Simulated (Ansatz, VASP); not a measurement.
# SiC in VASP and in Ansatz

File INCAR:

```
SYSTEM = SiC
  PREC = Accurate
  ENCUT = 600
  EDIFF = 1E-6
  ISMEAR = 0
  SIGMA = 0.1
  LREAL = .False.
  LASPH = .True.
  NELM = 100
  ALGO = Fast
  ISIF = 3
  LWAVE = .False.
  LCHARG = .False.
  GGA = PE
  IVDW = 12
  IBRION = 2
  NSW = 70
  EDIFFG = -0.005
```

The input KPOINTS:

```
Automatic mesh
0
Gamma
  18 18 18
  0 0 0
```

POSCAR

```
SiC
1.0
    0.0000000000      2.0286567181      2.0286567181
    2.0286567181      0.0000000000      2.0286567181
    2.0286567181      2.0286567181      0.0000000000
Si C
1 1
Direct
    0.0000000000      0.0000000000      0.0000000000
    0.5000000000      0.5000000000      0.5000000000
```

Input for Ansatz:

```yaml
crystal:
  lattice:
    - [0.0, 2.0286567181, 2.0286567181]
    - [2.0286567181, 0.0, 2.0286567181]
    - [2.0286567181, 2.0286567181, 0.0]
  atoms:
    - { symbol: Si, position: [0.0, 0.0, 0.0] }
    - { symbol: C, position: [0.5, 0.5, 0.5] }
basis:
  ecutwfc: 420
kpoints:
  mp_grid: { grid: [18, 18, 18] }
hamiltonian:
  xc: pbe
  dispersion: d3bj
scf:
  occupations: { method: gaussian, width: 0.1 }
output:
  forces: true
  stress: true
  eigenvalues: true
relax:
  adjacent_minimum: "off"
  f_tol: 0.005
  max_steps: 50
  cell: { stress_tol: 0.05 }
```

Alike in both runs: task relaxation of cell and atoms; functional PBE; dispersion D3(BJ); k mesh 18 × 18 × 18; occupations gaussian, width 0.1 eV; no spin polarisation.

|  | VASP | Ansatz |
| --- | --- | --- |
| version | VASP 6.6.1 | Ansatz 0.2.0 |
| potentials or method | VASP PAW PBE potentials, release 64 (Si, C) | scalar-relativistic, plane waves, PAW |
| plane-wave cutoff (eV) | 600 | 420 |
| valence electrons in the cell | 8 | 8 |

```csv
,VASP,Ansatz,Ansatz less VASP
"gap on the k mesh at the Fermi level, each at its own relaxed structure (eV)",none,none,-
relaxed volume (Å³/atom),8.10,8.10,0.000
relaxed cell length with the largest relative difference (Å),2.841,2.841,0.0000
energy change over the relaxation (meV/atom),-6,-6,0.0
```

A gap of «none» marks a metal or a gap that the smearing closes.

Caveats: pairwise dispersion overbinds metals, which lowers pressure and volume.
